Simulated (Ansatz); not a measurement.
Relaxed-ion elastic tensor of CsPbI₃ (cubic perovskite, space group No. 221) in GPa (Voigt order), plane-wave PAW LDA (Ansatz code); density 5.19 g/cm³, 46.11 Å³ per atom.

```tsv
	1	2	3	4	5	6
1	51.0	5.1	5.1	0.0	0.0	0.0
2	5.1	51.0	5.1	0.0	0.0	0.0
3	5.1	5.1	51.0	0.0	0.0	0.0
4	0.0	0.0	0.0	3.5	0.0	0.0
5	0.0	0.0	0.0	0.0	3.5	0.0
6	0.0	0.0	0.0	0.0	0.0	3.5
```

**Question.** Is the crystal mechanically stable?

**Answer.** Yes: the smallest eigenvalue of C is 3.5 GPa.

**Question.** Work out the Voigt, Reuss and Hill averages.

**Answer.** K_V = 20.4, K_R = 20.4, K_H = 20.4; G_V = 11.3, G_R = 5.3, G_H = 8.3 GPa.

**Question.** Give Young's modulus, Poisson's ratio, Pugh's ratio and the universal anisotropy index.

**Answer.** E = 9KG/(3K + G) = 21.8 GPa; ν = 0.32; K/G = 2.47 (ductile by the Pugh limit of 1.75); A_U = 5G_V/G_R + K_V/K_R − 6 = 5.68.

**Question.** Estimate the sound speeds and the Debye temperature.

**Answer.** v_l = √((K + 4G/3)/ρ) = 2460 m/s, v_t = √(G/ρ) = 1260 m/s, mean 1410 m/s; Θ = (h/k)(3n/4πV)^(1/3) v_m = 117 K.

**Question.** Give the Zener ratio and Young's modulus along [100], [110] and [111].

**Answer.** A = 2C44/(C11 − C12) = 0.15; 1/E = S11 − 2(S11 − S12 − S44/2)Γ with Γ = 0, 1/4, 1/3 gives 50.0, 12.4, 9.9 GPa.

Space group Pm-3m (cubic perovskite). This is a known high-temperature phase of the composition, computed here at zero pressure and temperature. The LDA relaxation kept the symmetry of its start; of distortions, only those at the zone centre were tested, and some modes there are weakly imaginary. Scalar-relativistic: spin–orbit coupling is off unless named, which matters more the heavier the elements.

Potentials: the later of the program's two PAW sets.
